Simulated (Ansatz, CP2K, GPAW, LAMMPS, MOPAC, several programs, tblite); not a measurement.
**What cheap methods get right for Si**

How much accuracy does each second buy? Si is computed with 15 methods, from the cheapest up to r2SCAN.

Program: LAMMPS, MOPAC, CP2K, tblite, Ansatz, GPAW (versions at each run). Level of theory: no spin polarisation, static lattice; gaps from single points on the cell relaxed beforehand with r²SCAN. These are calculated values, not measurements.

7 further runs of the same task are left out: 7 set aside as unsound or not needed.

### 1 The system as given

It takes space group C2/m (No. 12, monoclinic). The conventional cell has a = 13.839 Å, b = 3.851 Å, c = 6.335 Å, α = 90.00°, β = 96.78°, γ = 90.00°. Si (site symmetry m) has 4 Si at 2.34 to 2.38 Å as nearest neighbours. Si (site symmetry m) has 4 Si at 2.38 to 2.42 Å as nearest neighbours. Si (site symmetry m) is surrounded by 4 Si at 2.32 to 2.34 Å. Si (site symmetry m) is surrounded by 4 Si at 2.32 to 2.42 Å.

Coordinates:

```
CELL_PARAMETERS angstrom
6.91967 -1.92533 -0.00001
6.91967 1.92533 -0.00001
-0.74746 0.00000 6.29112
ATOMIC_POSITIONS crystal
Si 0.05562 0.05562 0.87408
Si 0.94438 0.94438 0.12592
Si 0.55900 0.55900 0.65354
Si 0.44100 0.44100 0.34646
Si 0.21283 0.21283 0.05731
Si 0.78717 0.78717 0.94269
Si 0.72709 0.72709 0.58547
Si 0.27291 0.27291 0.41453
```

The structure type (database structure) is imposed and need not be the compound's stable one.

**Question.** The methods are Si.edip, Si.sw, Si.tersoff, SiC_Erhart-Albe.tersoff, PM6, PM7, DFTB, GFN1-xTB (tblite), GFN2-xTB (tblite), PBE/DZVP, PBE/SZV, coarse PBE, GLLB-SC, PBE, r2SCAN. What gap does r2SCAN give on this cell, and which other methods (full PBE left aside) come nearest to r2SCAN and farthest in gap, volume and bulk modulus?

```
                                               quantity                                                            value
                                                 r2SCAN                            gap 0.41 eV, 20.95 Å³/atom, B₀ 92 GPa
         gap: nearest and farthest of the other methods  GFN1-xTB (tblite), PBE/DZVP (about 0.14 eV off); PM7 (+6.19 eV)
      volume: nearest and farthest of the other methods     SiC_Erhart-Albe.tersoff (+0.2 %), GFN1-xTB (tblite) (+9.9 %)
bulk modulus: nearest and farthest of the other methods                      SiC_Erhart-Albe.tersoff (+0 %), PM7 (+83 %)
```

In words: For the gap (full PBE left aside), GFN1-xTB (tblite), PBE/DZVP tie for nearest to r2SCAN; PM7 is farthest. For the volume, of the 10 methods compared (full PBE left aside), SiC_Erhart-Albe.tersoff comes nearest to r2SCAN and GFN1-xTB (tblite) is farthest. For the bulk modulus, of the 10 methods compared (full PBE left aside), SiC_Erhart-Albe.tersoff comes nearest to r2SCAN and PM7 is farthest. Classical potentials are fitted to lattice constants of common crystals, so a close volume there is built in, not predicted. A minimal basis or a coarse cutoff and mesh shifts results by its own error, so closeness to r2SCAN can be chance. Cluster runs see only the k-points that fold onto the zone centre, so their gaps can miss the band edges. GLLB-SC is compared with its derivative discontinuity added. No volume is given for PM6, DFTB, which can hide a larger miss. CPU times run from 0.09 s (Si.sw) to 3.6 min (PM6). On this cell PM6, GLLB-SC cost more than r2SCAN itself (38 s), so they are no saving here. A cluster method computes far more atoms than the primitive cell, so on a small crystal it can cost more than plane waves. r2SCAN is a yardstick, not the truth: it usually gives gaps below the measured ones.
